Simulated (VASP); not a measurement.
Write the native input for VASP 6.6.1 that does the following.

| Quantity | Value |
| --- | --- |
| Task | single point |
| Functional | PBE |
| Potentials or basis | VASP PAW PBE potentials, release 64 (Sr_sv, O) |
| Cutoff | 520 eV |
| k mesh | 6 × 6 × 4 |
| Occupations | gaussian, width 0.01 eV |
| Spin | no spin polarisation |
| Dipole correction | no |
| Further INCAR settings | ALGO = Fast; EDIFF = 1e-06; NBANDS = 24 |

The structure of SrO lies in POSCAR:

```
SrO
1.0
    4.2700252630      0.0000000000      0.0000000000
   -2.1350126315      3.6979503526      0.0000000000
    0.0000000000      0.0000000000      5.1444570048
Sr O
2 2
Direct
    0.3333333333      0.6666666667      0.2500000000
    0.6666666667      0.3333333333      0.7500000000
    0.6666666667      0.3333333333      0.2500000000
    0.3333333333      0.6666666667      0.7500000000
```

The cell was built by a generator and needn't be a form met in nature.

The input as run:

INCAR

```
ALGO = Fast
EDIFF = 1E-6
ENCUT = 520
GGA = PE
ISIF = 2
ISMEAR = 0
LASPH = T
LCHARG = F
LREAL = F
LWAVE = F
NBANDS = 24
NELM = 80
PREC = Accurate
SIGMA = 0.01
```

KPOINTS

```
k-points
0
Gamma
  6 6 4
```

Potentials or basis: VASP PAW PBE potentials, release 64 (Sr_sv, O).

Command:

```console
$ cat potpaw_PBE.64/Sr_sv/POTCAR potpaw_PBE.64/O/POTCAR > POTCAR
$ mpirun -np 1 vasp_std > vasp.out
```

Results of the run:

```yaml
Pressure: 1.7 GPa
Band_gap_on_the_k_mesh: 2.64 eV, direct
```

Wall time 36 s on 1 thread of Intel(R) Xeon(R) 6975P-C (Granite Rapids), with other jobs on the host, peak memory 0.2 GiB.
